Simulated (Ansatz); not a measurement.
Before relaxation, (111) slab as cut from the bulk (TiC, Fm-3m (No. 225), (1 1 1) face):

```xyz
10
Lattice="3.0638 0.0000 0.0000 -1.5319 2.6534 0.0000 0.0000 0.0000 26.2573" Properties=species:S:1:pos:R:3 pbc="T T T"
C     0.0000    1.7689    7.5000
Ti    1.5319    0.8845    8.7508
C     0.0000    0.0000   10.0016
Ti    0.0000    1.7689   11.2524
C     1.5319    0.8845   12.5032
Ti    0.0000    0.0000   13.7540
C     0.0000    1.7689   15.0048
Ti    1.5319    0.8845   16.2557
C     0.0000    0.0000   17.5065
Ti    0.0000    1.7689   18.7573
```

Computed with DFT PBE, scalar-relativistic, plane waves, PAW in Ansatz 0.2.0. Plane waves to 420 eV, a k mesh through Γ of 12×12×1 on the computed 10-atom cell and Gaussian smearing (0.10 eV); no spin polarisation. A dipole correction removes the field between periodic images along c.

All atoms are free. The cell is fixed. Force threshold 0.02 eV/Å.

```csv
step,E − E_final (eV),largest force (eV/Å)
1,0.302,1.940
2,0.072,1.148
3,0.005,0.277
4,0.001,0.111
5,0.000,0.012
6,0.000,0.012
```

**Question.** What is the final structure?

**Answer.**
```yaml
crystal:
  lattice:
    - [3.06384, 0.00000, 0.00000]
    - [-1.53192, 2.65336, 0.00000]
    - [0.00000, 0.00000, 26.25726]
  atoms:
    - { symbol: C, position: [0.33333, 0.66667, 0.29096] }
    - { symbol: Ti, position: [0.66667, 0.33333, 0.33347] }
    - { symbol: C, position: [0.00000, 0.00000, 0.38081] }
    - { symbol: Ti, position: [0.33333, 0.66667, 0.42922] }
    - { symbol: C, position: [0.66667, 0.33333, 0.47576] }
    - { symbol: Ti, position: [0.00000, 0.00000, 0.52368] }
    - { symbol: C, position: [0.33333, 0.66667, 0.57134] }
    - { symbol: Ti, position: [0.66667, 0.33333, 0.61681] }
    - { symbol: C, position: [0.00000, 0.00000, 0.66945] }
    - { symbol: Ti, position: [0.33333, 0.66667, 0.70849] }
```

Cost: 1 run of about 2.3 core-minutes, on Intel Xeon Platinum 8488C (Sapphire Rapids) (shared hosts).